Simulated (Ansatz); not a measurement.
TaN:

```
CELL_PARAMETERS angstrom
2.92177 0.00000 0.00000
-1.46088 2.53033 0.00000
0.00000 0.00000 5.91652
ATOMIC_POSITIONS crystal
Ta 0.00000 0.00000 0.50000
Ta 0.00000 0.00000 0.00000
N 0.33333 0.66667 0.25000
N 0.66667 0.33333 0.75000
```

The cell comes from a database or a generator and needn't be the stable form of this composition.

```yaml
Program: Ansatz 0.2.0
Task: relaxation of cell and atoms
Functional: PBEsol
Dispersion: D3(BJ)
Potentials_or_basis: Ansatz PAW
Cutoff: "420 eV (not typed: the program's choice for these potentials)"
k_mesh: 10 × 10 × 5
Occupations: fermi-dirac, width 0.05 eV
Spin: no spin polarisation
```

At the start: volume 10.94 Å³/atom.

Q: How do energy, volume and symmetry change on relaxing?

A: It ends after 8 steps and the volume is 10.38 Å³/atom (-5.0 %); space group P6_3/mmc (No. 194, to 0.05 Å).

The path:
```tsv
step	energy change (eV)	largest force (eV/Å)	volume (Å³)
1	0.0000	0.0000	43.74
2	-0.0340	0.0000	40.04
3	-0.1253	0.0000	41.61
4	-0.1280	0.0000	41.58
5	-0.1280	0.0000	41.56
6	-0.1230	0.0000	41.56
7	-0.1231	0.0000	41.54
8	-0.1230	0.0000	41.54
```

Final structure:
```
CELL_PARAMETERS angstrom
2.86985 0.00000 0.00000
-1.43493 2.48537 0.00000
0.00000 0.00000 5.82356
ATOMIC_POSITIONS crystal
Ta 0.00000 0.00000 0.50000
Ta 0.00000 0.00000 0.00000
N 0.33333 0.66667 0.25000
N 0.66667 0.33333 0.75000
```

Caveat: the plane-wave basis is chosen anew once the cell has moved, so the energies of steps on either side of that aren't comparable; the pressure holds a Pulay correction of +0.5 GPa for the finite cutoff; pairwise dispersion overbinds metals, which lowers pressure and volume; the PAW data sets come from PBE, with cores solved anew for the run's functional, which leaves a small shift of forces and pressure.
